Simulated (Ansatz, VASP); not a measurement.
**V: VASP beside Ansatz**

Contents of INCAR:

```
SYSTEM = V
PREC = Accurate ; ENCUT = 520
EDIFF = 1E-6 ; ISMEAR = 0
SIGMA = 0.15 ; LREAL = .False.
LASPH = .True. ; NELM = 100
ALGO = Fast ; ISIF = 2
LWAVE = .False. ; LCHARG = .False.
GGA = PE ; NBANDS = 20
```

File KPOINTS:

```
regular mesh
0
Gamma
  21 21 10
  0 0 0
```

POSCAR

```
V
1.0
    2.6042941027      0.0000000000      0.0000000000
   -1.3021470513      2.2553848518      0.0000000000
    0.0000000000      0.0000000000      4.7233360000
V
2
Direct
    0.6666666667      0.3333333333      0.7500000000
    0.3333333333      0.6666666667      0.2500000000
```

Input for Ansatz:

```yaml
crystal:
  lattice:
    - [2.6042941027, 0.0, 0.0]
    - [-1.3021470513, 2.2553848518, 0.0]
    - [0.0, 0.0, 4.723336]
  atoms:
    - { symbol: V, position: [0.6666666667, 0.3333333333, 0.75] }
    - { symbol: V, position: [0.3333333333, 0.6666666667, 0.25] }
basis:
  ecutwfc: 420
kpoints:
  mp_grid: { grid: [21, 21, 10] }
hamiltonian:
  xc: pbe
scf:
  occupations: { method: gaussian, width: 0.15 }
output:
  forces: true
  stress: true
  eigenvalues: true
```

This isn't the form of V at room conditions, which is bcc.

Alike in both runs: task single point; functional PBE; k mesh 21 × 21 × 10; occupations gaussian, width 0.15 eV; no spin polarisation.

```csv
,VASP,Ansatz
version,VASP 6.6.1,Ansatz 0.2.0
potentials or method,"VASP PAW PBE potentials, release 64 (V_sv)","scalar-relativistic, plane waves, PAW"
plane-wave cutoff (eV),520,420
valence electrons in the cell,26,26
```

```tsv
	VASP	Ansatz	Ansatz less VASP
gap on the k mesh at the Fermi level (eV)	none	none	-
pressure (GPa)	0.0	-0.3	-0.30
largest component of the traceless stress (GPa)	1.26	1.26	-0.003
```

A gap of «none» marks a metal or a gap that the smearing closes.
